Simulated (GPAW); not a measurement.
Here is a GPAW 26.7.0 calculation.

The input run.py:

```python
from ase import Atoms
from ase.dft.bandgap import bandgap
from ase.io import write
from ase.units import GPa
from gpaw import GPAW, PW

atoms = Atoms(['Zr', 'N'],
              cell=[[0.0, 2.3, 2.3],
                    [2.3, 0.0, 2.3],
                    [2.3, 2.3, 0.0]],
              scaled_positions=[[0.5, 0.5, 0.5],
                                [0.0, 0.0, 0.0]],
              pbc=True)

calc = GPAW(mode=PW(800),
            xc='PBE',
            kpts={'size': (10, 10, 10), 'gamma': True},
            occupations={'name': 'methfessel-paxton', 'order': 0, 'width': 0.018000000000000002},
            nbands=19,
            convergence={'density': 1e-05, 'energy': 1e-05},
            maxiter=150,
            txt='gpaw.txt')
atoms.calc = calc
energy = atoms.get_potential_energy()
forces = atoms.get_forces()
stress = atoms.get_stress()
calc.write('gs.gpw')
write('result.traj', atoms)
print(f'Energy: {energy:.6f} eV')
print('Forces (eV/A):')
print(forces.round(4))
print('Stress (GPa):', (stress / GPa).round(3))
print('Fermi level:', round(calc.get_fermi_level(), 4), 'eV')
print(f'Gap: {bandgap(calc)[0]:.4f} eV, direct: {bandgap(calc, direct=True)[0]:.4f} eV')
```

Potentials or basis: GPAW PAW data sets (gpaw-data 1.2.1), pw.

Command:

```sh
$ OMP_NUM_THREADS=1 python run.py
```

Estimate the pressure.

-2.8 GPa.

Predict the band gap on the k mesh.

none (metal or under the smearing width).
